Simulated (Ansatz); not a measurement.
# Local environments in twisted Janus MoSSe bilayer, 87.80° (78 atoms)

The cell holds 78 atoms: 26 Mo, 26 S and 26 Se. Its edges and angles: a = 11.610 Å, b = 11.610 Å, c = 21.660 Å, α = 90.0°, β = 90.0°, γ = 120.0°. It derives from MoSeS (Janus MoSSe). Janus MoSSe (a = 3.22 Å) under Janus MoSSe (a = 3.22 Å), bilayer, commensurate cell of 13 unit cells a layer, twist 87.80 deg; facing planes 3.2 Å apart; 12 Å of vacuum; layers as built, displaced by a Gaussian of 0.01 Å. Regions: layer 1, 39 atoms (13 Mo, 13 S and 13 Se); layer 2, 39 atoms (13 Mo, 13 S and 13 Se). Vacuum lies along c.

Method: Kohn-Sham DFT, PBE+D4, PAW (set soft_2, large core), plane waves (Ansatz 0.2.0; cutoff 420 eV, Γ point, gaussian smearing of 0.025 eV), at the geometry as built.

The whole cell was solved; only parts of it are printed.

Local excerpt of 46 atoms (numbers count through the whole input) about Mo34, which bears the longest force; x, y, z are measured from there.

| atom | x | y | z | distance (Å) | bonds | Löwdin charge (e) | Fx | Fy | Fz (eV/Å) |
| --- | --- | --- | --- | --- | --- | --- | --- | --- | --- |
| Mo34 | 0.00 | 0.00 | 0.00 | 0.00 | 6 | 0.30 | -0.13 | -0.08 | 0.84 |
| S38 | 0.45 | 1.80 | 1.54 | 2.41 | 3 | -0.06 | -0.05 | -0.04 | -0.06 |
| S35 | 1.35 | -1.28 | 1.56 | 2.43 | 3 | -0.08 | -0.20 | -0.09 | -0.15 |
| S26 | -1.81 | -0.51 | 1.55 | 2.44 | 3 | -0.07 | 0.39 | 0.11 | 0.10 |
| Se36 | 1.34 | -1.27 | -1.68 | 2.49 | 3 | -0.04 | 0.13 | -0.20 | -0.22 |
| Se39 | 0.45 | 1.81 | -1.66 | 2.49 | 3 | -0.04 | -0.02 | 0.20 | -0.26 |
| Se27 | -1.79 | -0.52 | -1.68 | 2.51 | 3 | -0.04 | 0.00 | -0.04 | -0.19 |
| Mo22 | -2.22 | -2.31 | 0.04 | 3.21 | 6 | 0.30 | -0.48 | -0.10 | -0.11 |
| Mo25 | -3.12 | 0.78 | 0.02 | 3.21 | 6 | 0.30 | -0.19 | 0.01 | 0.06 |
| Mo4 | 3.13 | -0.78 | 0.03 | 3.22 | 6 | 0.31 | 0.05 | 0.10 | 0.06 |
| Mo31 | 0.90 | -3.10 | 0.02 | 3.23 | 6 | 0.30 | -0.01 | 0.44 | 0.14 |
| Mo37 | -0.90 | 3.10 | 0.04 | 3.23 | 6 | 0.30 | 0.18 | -0.04 | -0.17 |
| Mo7 | 2.25 | 2.32 | 0.04 | 3.23 | 6 | 0.31 | -0.12 | 0.21 | -0.25 |
| S8 | 3.56 | 1.02 | 1.56 | 4.02 | 3 | -0.08 | 0.23 | -0.03 | 0.01 |
| S23 | -0.87 | -3.61 | 1.55 | 4.02 | 3 | -0.06 | -0.03 | 0.15 | 0.14 |
| S29 | -2.68 | 2.58 | 1.57 | 4.04 | 3 | -0.07 | -0.09 | 0.02 | 0.08 |
| Se24 | -0.89 | -3.59 | -1.67 | 4.06 | 3 | -0.04 | -0.03 | -0.14 | -0.09 |
| Se9 | 3.57 | 1.04 | -1.66 | 4.07 | 3 | -0.04 | 0.09 | -0.04 | -0.08 |
| Se30 | -2.69 | 2.58 | -1.66 | 4.08 | 3 | -0.04 | 0.03 | 0.13 | -0.12 |
| Se45 | -0.50 | -1.32 | 4.75 | 4.96 | 3 | -0.05 | 0.13 | -0.16 | -0.05 |
| Se48 | 0.39 | 1.78 | 4.75 | 5.09 | 3 | -0.04 | -0.01 | -0.11 | 0.30 |
| S32 | 2.25 | -4.35 | 1.54 | 5.13 | 3 | -0.05 | -0.14 | -0.34 | 0.26 |
| S17 | -4.90 | 0.27 | 1.55 | 5.14 | 3 | -0.07 | -0.02 | -0.12 | -0.06 |
| S5 | 4.46 | -2.08 | 1.56 | 5.16 | 3 | -0.07 | 0.12 | 0.33 | -0.05 |
| S2 | -0.45 | 4.91 | 1.56 | 5.17 | 3 | -0.07 | 0.23 | -0.07 | 0.22 |
| S11 | 2.69 | 4.13 | 1.56 | 5.17 | 3 | -0.07 | -0.20 | 0.09 | 0.18 |
| S14 | -4.03 | -2.83 | 1.58 | 5.17 | 3 | -0.07 | 0.09 | -0.06 | -0.36 |
| Se33 | 2.22 | -4.38 | -1.68 | 5.19 | 3 | -0.05 | 0.24 | -0.02 | -0.07 |
| Se3 | -0.47 | 4.90 | -1.66 | 5.20 | 3 | -0.04 | 0.30 | -0.06 | -0.10 |
| Se6 | 4.47 | -2.05 | -1.67 | 5.20 | 3 | -0.04 | -0.12 | -0.18 | -0.15 |
| Se18 | -4.91 | 0.27 | -1.68 | 5.20 | 3 | -0.04 | 0.06 | -0.04 | -0.05 |
| Se15 | -4.03 | -2.84 | -1.67 | 5.20 | 3 | -0.04 | 0.25 | 0.12 | -0.14 |
| Se12 | 2.70 | 4.13 | -1.69 | 5.21 | 3 | -0.05 | -0.31 | 0.00 | 0.18 |
| Se57 | 2.62 | -0.55 | 4.76 | 5.46 | 3 | -0.04 | 0.20 | -0.12 | -0.15 |
| Mo19 | -1.35 | -5.40 | 0.04 | 5.57 | 6 | 0.30 | 0.60 | -0.27 | -0.31 |
| Mo13 | -5.35 | -1.55 | 0.02 | 5.57 | 6 | 0.30 | -0.01 | 0.25 | 0.53 |
| Mo28 | -4.02 | 3.88 | 0.04 | 5.59 | 6 | 0.30 | -0.01 | -0.19 | -0.22 |
| Mo1 | 4.03 | -3.87 | 0.04 | 5.59 | 6 | 0.30 | -0.34 | 0.26 | -0.55 |
| Mo16 | 5.37 | 1.56 | 0.03 | 5.59 | 6 | 0.31 | -0.27 | -0.25 | 0.09 |
| Se42 | -2.74 | 1.01 | 4.77 | 5.59 | 3 | -0.04 | 0.06 | -0.15 | -0.36 |
| Mo10 | 1.34 | 5.43 | 0.03 | 5.59 | 6 | 0.31 | -0.06 | -0.49 | 0.00 |
| Se54 | 1.73 | -3.66 | 4.75 | 6.24 | 3 | -0.04 | 0.09 | 0.33 | -0.10 |
| Se75 | -3.61 | -2.10 | 4.76 | 6.33 | 3 | -0.05 | 0.03 | 0.04 | 0.14 |
| Mo10 | -4.46 | -4.62 | 0.03 | 6.43 | 6 | 0.31 | -0.06 | -0.49 | 0.00 |
| Mo28 | 1.79 | -6.17 | 0.04 | 6.43 | 6 | 0.30 | -0.01 | -0.19 | -0.22 |
| Mo16 | -6.24 | 1.56 | 0.03 | 6.43 | 6 | 0.31 | -0.27 | -0.25 | 0.09 |

The column of bonds counts only the pairs Mo-S within 3.03 Å, Mo-Se within 3.21 Å; other neighbours, such as metal atoms beside each other in a compound, aren't counted, and periodic images can show an atom twice.

A closer look about Mo46, picked at random: 46 atoms, nearest first, numbered in the order of the input, with positions taken from that point.

| atom | x | y | z | distance (Å) | bonds | Löwdin charge (e) | Fx | Fy | Fz (eV/Å) |
| --- | --- | --- | --- | --- | --- | --- | --- | --- | --- |
| Mo46 | 0.00 | 0.00 | 0.00 | 0.00 | 6 | 0.31 | 0.21 | -0.08 | 0.06 |
| S71 | 1.34 | 1.29 | 1.52 | 2.40 | 3 | -0.07 | 0.14 | 0.02 | 0.06 |
| S62 | -1.77 | 0.51 | 1.53 | 2.40 | 3 | -0.07 | -0.13 | 0.13 | -0.10 |
| S47 | 0.44 | -1.81 | 1.53 | 2.41 | 3 | -0.07 | 0.07 | -0.11 | -0.16 |
| Se63 | -1.79 | 0.51 | -1.68 | 2.50 | 3 | -0.04 | 0.00 | 0.04 | -0.47 |
| Se48 | 0.45 | -1.80 | -1.71 | 2.52 | 3 | -0.04 | -0.01 | -0.11 | 0.30 |
| Se72 | 1.36 | 1.29 | -1.70 | 2.53 | 3 | -0.05 | -0.14 | 0.05 | -0.11 |
| Mo61 | -2.23 | 2.33 | -0.02 | 3.22 | 6 | 0.31 | -0.22 | -0.23 | 0.70 |
| Mo40 | -3.13 | -0.78 | 0.00 | 3.22 | 6 | 0.30 | 0.03 | 0.07 | 0.30 |
| Mo70 | 0.90 | 3.10 | 0.01 | 3.23 | 6 | 0.31 | 0.02 | -0.10 | -0.06 |
| Mo55 | 2.24 | -2.33 | -0.01 | 3.24 | 6 | 0.31 | -0.18 | 0.40 | 0.34 |
| Mo43 | -0.89 | -3.11 | 0.00 | 3.24 | 6 | 0.31 | 0.09 | 0.28 | 0.19 |
| Mo58 | 3.15 | 0.79 | -0.02 | 3.24 | 6 | 0.31 | -0.25 | -0.37 | 0.42 |
| S59 | 3.57 | -1.02 | 1.54 | 4.02 | 3 | -0.08 | 0.05 | -0.12 | -0.38 |
| S65 | -0.89 | 3.61 | 1.53 | 4.03 | 3 | -0.07 | -0.04 | -0.07 | -0.06 |
| S41 | -2.68 | -2.59 | 1.53 | 4.03 | 3 | -0.07 | 0.01 | 0.03 | -0.04 |
| Se42 | -2.68 | -2.56 | -1.69 | 4.08 | 3 | -0.04 | 0.06 | -0.15 | -0.36 |
| Se66 | -0.90 | 3.61 | -1.69 | 4.08 | 3 | -0.03 | 0.33 | -0.04 | -0.32 |
| Se60 | 3.58 | -1.04 | -1.71 | 4.10 | 3 | -0.04 | -0.12 | 0.10 | -0.11 |
| S2 | -0.40 | 1.33 | -4.90 | 5.10 | 3 | -0.07 | 0.23 | -0.07 | 0.22 |
| S56 | 2.66 | -4.13 | 1.53 | 5.14 | 3 | -0.07 | 0.30 | -0.03 | -0.11 |
| S50 | -4.92 | -0.26 | 1.51 | 5.15 | 3 | -0.06 | -0.02 | 0.04 | 0.09 |
| S53 | -4.03 | 2.82 | 1.53 | 5.15 | 3 | -0.07 | 0.18 | 0.15 | -0.17 |
| S74 | 2.25 | 4.37 | 1.54 | 5.15 | 3 | -0.08 | -0.03 | 0.19 | -0.26 |
| S77 | 4.48 | 2.07 | 1.53 | 5.16 | 3 | -0.06 | 0.08 | -0.20 | 0.08 |
| S44 | -0.42 | -4.91 | 1.53 | 5.17 | 3 | -0.06 | -0.12 | 0.11 | 0.00 |
| Se57 | 2.67 | -4.12 | -1.71 | 5.20 | 3 | -0.04 | 0.20 | -0.12 | -0.15 |
| Se54 | -4.02 | 2.82 | -1.71 | 5.20 | 3 | -0.04 | 0.09 | 0.33 | -0.10 |
| Se45 | -0.45 | -4.89 | -1.71 | 5.20 | 3 | -0.05 | 0.13 | -0.16 | -0.05 |
| Se75 | 2.25 | 4.38 | -1.70 | 5.21 | 3 | -0.05 | 0.03 | 0.04 | 0.14 |
| Se51 | -4.92 | -0.25 | -1.71 | 5.21 | 3 | -0.04 | 0.21 | -0.19 | -0.07 |
| Se78 | 4.47 | 2.05 | -1.72 | 5.21 | 3 | -0.04 | -0.01 | 0.09 | -0.11 |
| S38 | 0.50 | -1.78 | -4.92 | 5.26 | 3 | -0.06 | -0.05 | -0.04 | -0.06 |
| Mo64 | -1.32 | 5.40 | -0.01 | 5.56 | 6 | 0.30 | -0.47 | 0.17 | 0.31 |
| Mo73 | -4.01 | -3.86 | -0.01 | 5.57 | 6 | 0.31 | 0.09 | -0.28 | 0.46 |
| Mo67 | 5.36 | -1.54 | -0.01 | 5.57 | 6 | 0.31 | 0.09 | -0.29 | 0.42 |
| Mo49 | -5.35 | 1.55 | -0.02 | 5.57 | 6 | 0.30 | -0.12 | -0.14 | 0.47 |
| Mo52 | 1.34 | -5.41 | 0.00 | 5.58 | 6 | 0.31 | -0.06 | -0.19 | 0.02 |
| Mo76 | 4.05 | 3.84 | 0.01 | 5.58 | 6 | 0.31 | -0.33 | 0.39 | -0.26 |
| S29 | -2.63 | -1.00 | -4.90 | 5.64 | 3 | -0.07 | -0.09 | 0.02 | 0.08 |
| S11 | 2.75 | 0.55 | -4.90 | 5.65 | 3 | -0.07 | -0.20 | 0.09 | 0.18 |
| S14 | 1.83 | 3.65 | -4.88 | 6.36 | 3 | -0.07 | 0.09 | -0.06 | -0.36 |
| S32 | -3.50 | 2.13 | -4.92 | 6.40 | 3 | -0.05 | -0.14 | -0.34 | 0.26 |
| Mo52 | -4.46 | 4.64 | 0.00 | 6.44 | 6 | 0.31 | -0.06 | -0.19 | 0.02 |
| Mo67 | -6.25 | -1.54 | -0.01 | 6.44 | 6 | 0.31 | 0.09 | -0.29 | 0.42 |
| Mo73 | 1.79 | 6.19 | -0.01 | 6.44 | 6 | 0.31 | 0.09 | -0.28 | 0.46 |

The column of bonds counts only the pairs Mo-S within 3.03 Å, Mo-Se within 3.21 Å; other neighbours, such as metal atoms beside each other in a compound, aren't counted, and periodic images can show an atom twice.

Length of the force by element:

| element | coordination | atoms | mean length of the force (eV/Å) | spread | least | most |
| --- | --- | --- | --- | --- | --- | --- |
| Mo | all | 26 | 0.454 | 0.198 | 0.119 | 0.851 |
| S | all | 26 | 0.248 | 0.110 | 0.047 | 0.452 |
| Se | all | 26 | 0.265 | 0.100 | 0.0836 | 0.473 |

Löwdin charges by element (they lack the spilled electrons, 0.065 e an atom on average):

| element | coordination | atoms | mean charge (e) | spread | least | most |
| --- | --- | --- | --- | --- | --- | --- |
| Mo | all | 26 | 0.305 | 0.0034 | 0.298 | 0.313 |
| S | all | 26 | -0.0681 | 0.0064 | -0.0796 | -0.0538 |
| Se | all | 26 | -0.0426 | 0.0038 | -0.05 | -0.0341 |

Only the Γ point is sampled, in a cell whose shortest periodic width is 10 Å. The Löwdin charges lack the electrons that the projection spills, 0.065 e an atom on average.

[Hosts, paths, dates, database ids (printed as entryN), source tags and the programs' standing remarks are cut or masked in the printed files.]
